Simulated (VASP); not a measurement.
# Se (R-3m) in VASP: settings compared

Aim: see how the results for Se move with the level of theory and the settings. Levels: PBEsol, LDA. Tasks: relaxation of cell and atoms.

Program: VASP 6.6.1. These are calculated values, not measurements. Logs are shortened: lines on timing, memory, paths and dates and some standing lists are left out, and cuts for length are marked.

## 1. Starting point

It takes space group R-3m (No. 166, trigonal). The conventional cell has a = 3.850 Å, b = 3.850 Å, c = 2.645 Å, α = 90.00°, β = 90.00°, γ = 120.00°. Se (site symmetry -3m) is surrounded by 8 Se at 2.39 to 2.65 Å.

This isn't the form of Se at room conditions, which is trigonal, of chains.

## 2. Relaxation of cell and atoms, PBEsol, target pressure 148 GPa, at which the enthalpy is minimised

File INCAR:

```
SYSTEM = Se
PREC = Accurate ; ENCUT = 600
EDIFF = 1E-6 ; ISMEAR = 0
SIGMA = 0.03 ; LREAL = .FALSE.
LASPH = .TRUE. ; NELM = 80
ALGO = Normal ; ISIF = 3
LWAVE = .FALSE. ; LCHARG = .FALSE.
GGA = PS ; IBRION = 2
NSW = 90 ; EDIFFG = -0.01
PSTRESS = 1480.0
```

File KPOINTS:

```
Automatic mesh
0
G
  15 15 13
  0 0 0
```

File POSCAR:

```
Se
1.0
    1.9250000000      1.1113992682      0.8816666667
   -1.9250000000      1.1113992682      0.8816666667
    0.0000000000     -2.2227985364      0.8816666667
Se
1
Direct
    0.0000000000      0.0000000000      0.0000000000
```

Potentials or basis: VASP PAW PBE potentials, release 64 (Se).

Command:

```console
$ cat potpaw_PBE.64/Se/POTCAR > POTCAR
$ mpirun -np 1 vasp_std > vasp.out
```

OUTCAR:

```text
SYSTEM = Se
   PREC = Accurate
   ENCUT = 600
   EDIFF = 1E-6
   ISMEAR = 0
   LREAL = .FALSE.
   LASPH = .TRUE.
   NELM = 80
   ISIF = 3
   GGA = PS
   IBRION = 2
   NSW = 90
   EDIFFG = -0.01
   PSTRESS = 1480.0

 ion  position               nearest neighbor table
   1  0.000  0.000  0.000-

  LATTYP: Found a trigonal (rhomboedric) cell.
 ALAT       =     2.3912694211
 COS(alpha) =    -0.2960878603

  Lattice vectors:

 A1 = (   1.9250000000,   1.1113992682,   0.8816666667)
 A2 = (  -1.9250000000,   1.1113992682,   0.8816666667)
 A3 = (   0.0000000000,  -2.2227985364,   0.8816666667)

Analysis of symmetry for initial positions (statically):
=====================================================================
 Subroutine PRICEL returns:
 Original cell was already a primitive cell.

 Routine SETGRP: Setting up the symmetry group for a
 trigonal (rhombohedral) supercell.

 Subroutine GETGRP returns: Found 12 space group operations
 (whereof 12 operations were pure point group operations)
 out of a pool of 12 trial point group operations.

The static configuration has the point symmetry D_3d.

Analysis of symmetry for dynamics (positions and initial velocities):
=====================================================================
 Subroutine PRICEL returns:
 Original cell was already a primitive cell.

 Routine SETGRP: Setting up the symmetry group for a
 trigonal (rhombohedral) supercell.

 Subroutine GETGRP returns: Found 12 space group operations
 (whereof 12 operations were pure point group operations)
 out of a pool of 12 trial point group operations.

The dynamic configuration has the point symmetry D_3d.

 Subroutine INISYM returns: Found 12 space group operations
 (whereof 12 operations are pure point group operations),
 and found     1 'primitive' translations

----------------------------------------------------------------------------------------

                                     Primitive cell

  volume of cell :      11.3177

  direct lattice vectors                    reciprocal lattice vectors
     1.925000000  1.111399268  0.881666667     0.259740260  0.149961109  0.378071834
    -1.925000000  1.111399268  0.881666667    -0.259740260  0.149961109  0.378071834
     0.000000000 -2.222798536  0.881666667     0.000000000 -0.299922218  0.378071834

  length of vectors
[... 125 lines left out ...]
  Thomas-Fermi vector in A             =   2.454466
   LORBIT       =      0    0 simple, 1 ext, 2 COOP (PROOUT), +10 PAW based schemes
   GGA     = PS    functional components
   LHFCALC =     F    Hartree Fock is set to
   AEXX    =    0.0000 exact exchange contribution
   IVDW    =     0    specifies the selected vdW correction
   LEPSILON=     F    determine dielectric tensor
   LRPA    =     F    only Hartree local field effects (RPA)
 conjugate gradient relaxation of ions
 non-spin polarized calculation
 Gauss-broadening in eV      SIGMA  =   0.03
  energy-cutoff  :      600.00
  volume of cell :       11.32
 maximum number of plane-waves:       393
   NGX =  9   NGY =  9   NGZ =  9

--------------------------------------- Ionic step        1  -------------------------------------------

 number of electron       6.0000000 magnetization

 Free energy of the ion-electron system (eV)
  ---------------------------------------------------
  ext. energy  EPLUGINS =         0.00000000
  ---------------------------------------------------
  free energy    TOTEN  =        -1.06866906 eV

  energy without entropy =       -1.06841712  energy(sigma->0) =       -1.06854309

------------------------ aborting loop because EDIFF is reached ----------------------------------------

  FORCE on cell =-STRESS in cart. coord.  units (eV):
  Direction    XX          YY          ZZ          XY          YZ          ZX
  --------------------------------------------------------------------------------------
  -------------------------------------------------------------------------------------
  Total       10.8639488     10.8639488     10.5473764      0.0000000      0.0000000      0.0000000
  in kB     1537.9484621   1537.9484622   1493.1330701      0.0000000      0.0000000      0.0000000
  external PRESSURE =      43.0099981 kB  Pullay stress =    1480.0000000 kB
[... 94 lines left out ...]
  energy  without entropy=       -1.1631058698  energy(sigma->0) =       -1.16322964

  enthalpy is  TOTEN    =         9.3842702705 eV   P V=       10.5476236769

[... ionic steps 4 to 17 ...]

--------------------------------------- Ionic step       18  -------------------------------------------

 number of electron       6.0000000 magnetization

------------------------ aborting loop because EDIFF is reached ----------------------------------------
[... 69 lines left out ...]
--------------------------------------- Ionic step       20  -------------------------------------------

 number of electron       6.0000000 magnetization

 Free energy of the ion-electron system (eV)
  ---------------------------------------------------
  ext. energy  EPLUGINS =         0.00000000
  ---------------------------------------------------
  free energy    TOTEN  =        -1.12058335 eV

  energy without entropy =       -1.12034438  energy(sigma->0) =       -1.12046387

 E-fermi :  14.7537     XC(G=0): -13.5037

 val. band max:       14.7499463451   @ k =  -0.2667   0.2667   0.1538
 cond. band min:      14.7553248932   @ k =  -0.0667   0.0000   0.2308
 fundamental gap:      0.0053785481
 Fermi energy:        14.7536817289

 k-point     1 :       0.0000    0.0000    0.0000
  band No.  band energies     occupation
      1      -8.8878      2.00000
      2      21.9577      0.00000
      3      21.9577      0.00000
      4      22.3188      0.00000
      5      28.5683      0.00000
      6      28.7757      0.00000
      7      28.7757      0.00000
[... 221 lines left out ...]
 k-point    24 :       0.2000    0.1333    0.0000
  band No.  band energies     occupation
      1      -5.7129      2.00000
      2      11.2269      2.00000
      3      14.3585      2.00000
      4      18.4296      0.00000
      5      25.0956      0.00000
      6      26.8326      0.00000
      7      30.5899      0.00000

 [... further k-points ...]

------------------------ aborting loop because EDIFF is reached ----------------------------------------

  FORCE on cell =-STRESS in cart. coord.  units (eV):
  Direction    XX          YY          ZZ          XY          YZ          ZX
  --------------------------------------------------------------------------------------
  -------------------------------------------------------------------------------------
  Total       10.4796468     10.4796468     10.4821797      0.0000000     -0.0000000      0.0000000
  in kB     1480.0209004   1480.0209008   1480.3786164      0.0000000     -0.0000000      0.0000000
  external PRESSURE =       0.1401392 kB  Pullay stress =    1480.0000000 kB
[... 20 lines left out ...]
  energy  without entropy=       -1.1203443833  energy(sigma->0) =       -1.12046387

  enthalpy is  TOTEN    =         9.3589154308 eV   P V=       10.4794987791

 reached required accuracy - stopping structural energy minimisation
```

CONTCAR:

```text
Se
   1.00000000000000
     2.0098347745252685    1.1603786482423506    0.8107333585613059
    -2.0098347745252685    1.1603786482423506    0.8107333585613059
    -0.0000000000000000   -2.3207572964847012    0.8107333585613060
  Se
     1
Direct
     0.0000000000000000    0.0000000000000000    0.0000000000000000

  0.00000000E+00  0.00000000E+00  0.00000000E+00
```

Run time: 2.8 min. Hardware: 1 thread of Intel Xeon 6975P-C (Granite Rapids), shared host; peak memory 0.2 GiB.

Results:

* Free energy: -1.1206 eV
* Relaxed volume: 11.34 Å³/atom
* Relaxed cell: a = 2.458 Å, b = 2.458 Å, c = 2.458 Å, α = 109.69°, β = 109.69°, γ = 109.69°
* Space group after relaxing (to 0.05 Å): Im-3m (No. 229)
* Energy change on relaxing (the enthalpy is what falls): -51.9 meV/atom
* Ionic steps: 20
* Pressure after relaxing: 148.0 GPa
* Band gap on the k mesh: none (metal or under the smearing width)

Step by step:
```csv
step,energy change (eV),largest force (eV/Å),pressure (GPa),volume (Å³)
1,0.0000,0.0000,152.30,11.32
2,-0.4410,0.0000,126.60,11.82
3,-0.0947,0.0000,146.81,11.42
4,-0.1283,0.0000,144.33,11.45
5,-0.2012,0.0000,139.14,11.52
6,-0.1895,0.0000,139.81,11.50
7,-0.1531,0.0000,142.07,11.46
8,-0.0770,0.0000,146.60,11.37
9,-0.0615,0.0000,147.40,11.36
10,-0.0682,0.0000,147.04,11.36
11,-0.0653,0.0000,147.19,11.36
12,-0.0634,0.0000,147.32,11.36
13,-0.0601,0.0000,147.56,11.35
14,-0.0597,0.0000,147.58,11.35
15,-0.0589,0.0000,147.63,11.35
16,-0.0594,0.0000,147.62,11.35
17,-0.0596,0.0000,147.60,11.35
18,-0.0568,0.0000,147.70,11.35
19,-0.0484,0.0000,148.20,11.34
20,-0.0519,0.0000,148.01,11.34
```

Final structure:
```yaml
crystal:
  lattice:
    - [2.00983, 1.16038, 0.81073]
    - [-2.00983, 1.16038, 0.81073]
    - [0.00000, -2.32076, 0.81073]
  atoms:
    - { symbol: Se, position: [0.00000, 0.00000, 0.00000] }
```

Caveat: the cell is relaxed towards a set pressure, so the enthalpy falls and the energy may rise; the PAW data sets were made with another functional, which shifts forces and pressure a little.

## 3. Relaxation of cell and atoms, PBEsol, target pressure 148 GPa, at which the enthalpy is minimised

This run uses another cell than the first one, of 11.34 Å³/atom, 1.002 times its volume.

File INCAR:

```
SYSTEM = Se
PREC = Accurate ; ENCUT = 600
EDIFF = 1E-7 ; ISMEAR = 0
SIGMA = 0.03 ; LREAL = .FALSE.
LASPH = .TRUE. ; NELM = 80
ALGO = Normal ; ISIF = 3
LWAVE = .FALSE. ; LCHARG = .FALSE.
GGA = PS ; IBRION = 2
NSW = 90 ; EDIFFG = -0.005
PSTRESS = 1480.0
```

KPOINTS is that of step 2.

File POSCAR:

```
Se                                      
1.0
    2.0098347745      1.1603786482      0.8107333586
   -2.0098347745      1.1603786482      0.8107333586
   -0.0000000000     -2.3207572965      0.8107333586
  Se            
     1
Direct
     0.0000000000000000    0.0000000000000000    0.0000000000000000
```

Potentials or basis: VASP PAW PBE potentials, release 64 (Se).

Command:

```console
$ cat potpaw_PBE.64/Se/POTCAR > POTCAR
$ mpirun -np 1 vasp_std > vasp.out
```

OUTCAR:

```text
SYSTEM = Se
   PREC = Accurate
   ENCUT = 600
   EDIFF = 1E-7
   ISMEAR = 0
   LREAL = .FALSE.
   LASPH = .TRUE.
   NELM = 80
   ISIF = 3
   GGA = PS
   IBRION = 2
   NSW = 90
   EDIFFG = -0.005
   PSTRESS = 1480.0

 ion  position               nearest neighbor table
   1  0.000  0.000  0.000-

  LATTYP: Found a trigonal (rhomboedric) cell.
 ALAT       =     2.4582927016
 COS(alpha) =    -0.3368525983

  Lattice vectors:

 A1 = (   2.0098347745,   1.1603786482,   0.8107333586)
 A2 = (  -2.0098347745,   1.1603786482,   0.8107333586)
 A3 = (   0.0000000000,  -2.3207572965,   0.8107333586)

Analysis of symmetry for initial positions (statically):
=====================================================================
 Subroutine PRICEL returns:
 Original cell was already a primitive cell.

 Routine SETGRP: Setting up the symmetry group for a
 trigonal (rhombohedral) supercell.

 Subroutine GETGRP returns: Found 12 space group operations
 (whereof 12 operations were pure point group operations)
 out of a pool of 12 trial point group operations.

The static configuration has the point symmetry D_3d.

[... 186 lines left out ...]
 fundamental gap:      0.0054046419
 Fermi energy:        14.7536446566

 k-point     1 :       0.0000    0.0000    0.0000
  band No.  band energies     occupation
      1      -8.8878      2.00000
      2      21.9577      0.00000
      3      21.9577      0.00000
      4      22.3188      0.00000
      5      28.5681      0.00000
      6      28.7755      0.00000
      7      28.7755      0.00000
[... 221 lines left out ...]
 k-point    24 :       0.2000    0.1333    0.0000
  band No.  band energies     occupation
      1      -5.7129      2.00000
      2      11.2270      2.00000
      3      14.3584      2.00000
      4      18.4295      0.00000
      5      25.0956      0.00000
      6      26.8324      0.00000
      7      30.5894      0.00000

 [... further k-points ...]

------------------------ aborting loop because EDIFF is reached ----------------------------------------

  FORCE on cell =-STRESS in cart. coord.  units (eV):
  Direction    XX          YY          ZZ          XY          YZ          ZX
  --------------------------------------------------------------------------------------
  -------------------------------------------------------------------------------------
  Total       10.4792010     10.4792010     10.4823874      0.0000000     -0.0000000      0.0000000
  in kB     1479.9579506   1479.9579510   1480.4079506      0.0000000     -0.0000001      0.0000000
  external PRESSURE =       0.1079507 kB  Pullay stress =    1480.0000000 kB

 VOLUME and BASIS-vectors are now :
 -----------------------------------------------------------------------------
  energy-cutoff  :      600.00
  volume of cell :       11.34
      direct lattice vectors                 reciprocal lattice vectors
     2.009834774  1.160378648  0.810733359     0.248776669  0.143631277  0.411150386
    -2.009834774  1.160378648  0.810733359    -0.248776669  0.143631277  0.411150386
     0.000000000 -2.320757297  0.810733359     0.000000000 -0.287262553  0.411150386

 POSITION                                       TOTAL-FORCE (eV/Angst)
 -----------------------------------------------------------------------------------
      0.00000      0.00000      0.00000        -0.000000     -0.000000     -0.000000
 -----------------------------------------------------------------------------------
    total drift:                               -0.000000     -0.000000      0.000000

  FREE ENERGIE OF THE ION-ELECTRON SYSTEM (eV)
  ---------------------------------------------------
  free  energy   TOTEN  =        -1.1205996738 eV

  energy  without entropy=       -1.1203606996  energy(sigma->0) =       -1.12048019

  enthalpy is  TOTEN    =         9.3588991056 eV   P V=       10.4794987794

 reached required accuracy - stopping structural energy minimisation
```

OSZICAR:

```text
N       E                     dE             d eps       ncg     rms          rms(c)
DAV:   1     0.122134485035E+02    0.12213E+02   -0.38106E+03 11249   0.895E+02
DAV:   2    -0.103764101270E+01   -0.13251E+02   -0.12634E+02 15463   0.926E+01
DAV:   3    -0.114910424189E+01   -0.11146E+00   -0.11095E+00 12677   0.962E+00
DAV:   4    -0.114914914765E+01   -0.44906E-04   -0.44901E-04 17192   0.202E-01
DAV:   5    -0.114914915332E+01   -0.56680E-08   -0.52074E-08 12943   0.130E-03    0.105E+01
DAV:   6    -0.113051352825E+01    0.18636E-01   -0.22115E-03 13447   0.397E-01    0.632E+00
DAV:   7    -0.112064990252E+01    0.98636E-02   -0.39635E-03 13405   0.568E-01    0.612E-02
DAV:   8    -0.112060220515E+01    0.47697E-04   -0.60679E-05 13972   0.602E-02    0.156E-02
DAV:   9    -0.112059990884E+01    0.22963E-05   -0.48639E-06 15365   0.163E-02    0.418E-03
DAV:  10    -0.112059966533E+01    0.24351E-06   -0.32083E-08 11914   0.217E-03    0.969E-04
DAV:  11    -0.112059967379E+01   -0.84547E-08   -0.48573E-09  6951   0.509E-04
   1 F= 0.93588991E+01 E0= 0.93590186E+01  d E =0.935890E+01
```

Wall time 20 s (1 thread of Intel Xeon 6975P-C (Granite Rapids), shared host); peak memory 0.19 GiB.

Results:

```yaml
Free_energy: -1.1206 eV
Pressure_after_relaxing: 148.0 GPa
Band_gap_on_the_k_mesh: none (metal or under the smearing width)
```

Final structure:
```
CELL_PARAMETERS angstrom
2.00983 1.16038 0.81073
-2.00983 1.16038 0.81073
0.00000 -2.32076 0.81073
ATOMIC_POSITIONS crystal
Se 0.00000 0.00000 0.00000
```

Levels at points of the mesh, in eV from the Fermi level:
```
           k point  band 1  band 2  band 3  band 4  band 5  band 6  band 7
(0.00, 0.00, 0.00)  -23.64    7.20    7.20    7.57   13.81   14.02   14.02
```

Caveat: the relaxation stopped at its first step, so nothing moved; the cell is relaxed towards a set pressure, so the enthalpy falls and the energy may rise; the PAW data sets were made with another functional, which shifts forces and pressure a little.

## 4. Relaxation of cell and atoms, LDA, target pressure 94 GPa, at which the enthalpy is minimised

File INCAR:

```
ALGO = Normal
EDIFF = 1E-6
EDIFFG = -0.01
ENCUT = 600
GGA = CA
IBRION = 2
ISIF = 3
ISMEAR = 0
LASPH = T
LCHARG = F
LREAL = F
LWAVE = F
NELM = 80
NSW = 90
PREC = Accurate
PSTRESS = 940.0
SIGMA = 0.03
```

File KPOINTS:

```
k-points
0
Gamma
  15 15 13
```

File POSCAR:

```
Se
1.0
    1.9250000000      1.1113992682      0.8816666667
   -1.9250000000      1.1113992682      0.8816666667
    0.0000000000     -2.2227985364      0.8816666667
Se
1
Direct
    0.0000000000      0.0000000000      0.0000000000
```

Potentials or basis: VASP PAW LDA potentials, release 64 (Se).

Command:

```console
$ cat potpaw_LDA.64/Se/POTCAR > POTCAR
$ mpirun -np 1 vasp_std > vasp.out
```

It took 4 min on 1 thread of AMD EPYC 9R45 (Zen 5), shared host; peak memory 0.16 GiB.

It converged, with:

```yaml
Free_energy: -2.5415 eV
Relaxed_volume: 12.73 Å³/atom
Relaxed_cell: a = 2.445 Å, b = 2.445 Å, c = 2.445 Å, α = 105.18°, β = 105.18°, γ = 105.18°
Space_group_after_relaxing_to_0.05_Å: R-3m (No. 166)
Energy_change_on_relaxing_the_enthalpy_is_what_falls: -1040.0 meV/atom
Ionic_steps: 17
Pressure_after_relaxing: 93.9 GPa
Band_gap_on_the_k_mesh: none (metal or under the smearing width)
```

Stress tensor (GPa, compression positive):
```
93.96  0.00  0.00
 0.00 93.96  0.00
 0.00  0.00 93.88
```

The path:
```tsv
step	energy change (eV)	largest force (eV/Å)	pressure (GPa)	volume (Å³)
1	0.0000	0.0000	148.73	11.32
2	-2.2556	0.0000	0.82	18.90
3	-1.1005	0.0000	84.69	12.87
4	-0.9557	0.0000	93.12	12.61
5	-0.9399	0.0000	94.05	12.58
6	-0.9479	0.0000	94.09	12.59
7	-0.9628	0.0000	94.47	12.61
8	-0.9826	0.0000	96.11	12.63
9	-0.9486	0.0000	101.82	12.64
10	-0.9860	0.0000	96.60	12.64
11	-0.9876	0.0000	97.46	12.64
12	-0.9874	0.0000	96.96	12.64
13	-1.0208	0.0000	95.29	12.70
14	-1.0172	0.0000	95.47	12.69
15	-1.0256	0.0000	94.91	12.70
16	-1.0433	0.0000	93.71	12.73
17	-1.0400	0.0000	93.93	12.73
```

Final structure:
```cif
data_structure
_symmetry_space_group_name_H-M 'P 1'
_symmetry_Int_Tables_number 1
_cell_length_a 2.4449
_cell_length_b 2.4449
_cell_length_c 2.4449
_cell_angle_alpha 105.177
_cell_angle_beta 105.177
_cell_angle_gamma 105.177
_cell_volume 12.73
loop_
_atom_site_label
_atom_site_type_symbol
_atom_site_fract_x
_atom_site_fract_y
_atom_site_fract_z
_atom_site_occupancy
Se1 Se 0.00000 0.00000 0.00000 1
```

Levels at points of the mesh, in eV from the Fermi level:
```tsv
k point	band 1	band 2	band 3	band 4	band 5	band 6	band 7
(0.00, 0.00, 0.00)	-21.88	3.66	6.15	6.15	10.81	10.81	13.99
```

Caveat: the cell is relaxed towards a set pressure, so the enthalpy falls and the energy may rise.
